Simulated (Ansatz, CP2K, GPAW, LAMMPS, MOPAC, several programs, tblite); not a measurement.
# CdS from cheap methods to r2SCAN

How much accuracy does each second buy? CdS is computed with 12 methods, from the cheapest up to r2SCAN.

Computed with LAMMPS, MOPAC, tblite, CP2K, GPAW, Ansatz (versions at each run) (no spin polarisation, static lattice; gaps from single points on the cell relaxed beforehand with r²SCAN, unless a step's input says otherwise).

## Step 1: The starting structure

Symmetry: P6_3/mmc, No. 194, hexagonal system. The conventional cell has a = 4.409 Å, b = 4.409 Å, c = 5.748 Å, α = 90.00°, β = 90.00°, γ = 120.00°. Cd (site symmetry -6m2) is surrounded by 5 S at 2.55 to 2.87 Å. S (site symmetry -6m2) is surrounded by 5 Cd at 2.55 to 2.87 Å.

Structure file:

```cif
data_structure
_symmetry_space_group_name_H-M 'P6_3/mmc'
_symmetry_Int_Tables_number 194
_cell_length_a 4.4085
_cell_length_b 4.4085
_cell_length_c 5.7481
_cell_angle_alpha 90.000
_cell_angle_beta 90.000
_cell_angle_gamma 120.000
_cell_volume 96.75
loop_
_atom_site_label
_atom_site_type_symbol
_atom_site_symmetry_multiplicity
_atom_site_Wyckoff_symbol
_atom_site_fract_x
_atom_site_fract_y
_atom_site_fract_z
_atom_site_occupancy
Cd1 Cd 2 c 0.33333 0.66667 0.25000 1
S1 S 2 d 0.66667 0.33333 0.25000 1
```

The structure type (flat hexagonal layers, h-BN or h-MgO type) is imposed and need not be the compound's stable one.

**Question.** The methods are CdTeZnSeHgS0.sw, PM6, PM7, GFN1-xTB (tblite), GFN2-xTB (tblite), PBE/DZVP, PBE/single-zeta, PBE/SZV, coarse PBE, GLLB-SC, PBE, r2SCAN. What gap does r2SCAN give on this cell, and which other methods (full PBE left aside) come nearest to r2SCAN and farthest in gap, volume and bulk modulus?

| quantity | value |
| --- | --- |
| r2SCAN | gap 1.48 eV, 24.19 Å³/atom, B₀ 65 GPa |
| gap: nearest and farthest of the other methods | PBE/single-zeta (-0.43 eV), PM7 (+4.18 eV) |
| volume: nearest and farthest of the other methods | PBE/SZV (+0.7 %), GFN2-xTB (tblite) (+7.6 %) |
| bulk modulus: nearest and farthest of the other methods | CdTeZnSeHgS0.sw (-6 %), PM7 (+99 %) |

What this shows: Among the 9 methods compared for the gap (full PBE left aside), PBE/single-zeta is nearest to r2SCAN and PM7 farthest. Among the 6 methods compared for the volume (full PBE left aside), PBE/SZV is nearest to r2SCAN and GFN2-xTB (tblite) farthest. For the bulk modulus, of the 6 methods compared (full PBE left aside), CdTeZnSeHgS0.sw comes nearest to r2SCAN and PM7 is farthest. Classical potentials are fitted to lattice constants of common crystals, so a close volume there is built in, not predicted. A minimal basis or a coarse cutoff and mesh shifts results by its own error, so closeness to r2SCAN can be chance. Cluster runs see only the k-points that fold onto the zone centre, so their gaps can miss the band edges. GLLB-SC is compared with its derivative discontinuity added. No volume is given for PM6, PBE/single-zeta, coarse PBE, which can hide a larger miss. CPU times run from 0.12 s (CdTeZnSeHgS0.sw) to 1.8 min (PM6). On this cell PM6, PBE/DZVP, PBE/single-zeta, GLLB-SC cost more than r2SCAN itself (12 s), so they are no saving here. A cluster method computes far more atoms than the primitive cell, so on a small crystal it can cost more than plane waves. GFN1-xTB (tblite) disagrees with r2SCAN even on whether there is a gap. r2SCAN is a yardstick, not the truth: it usually gives gaps below the measured ones.
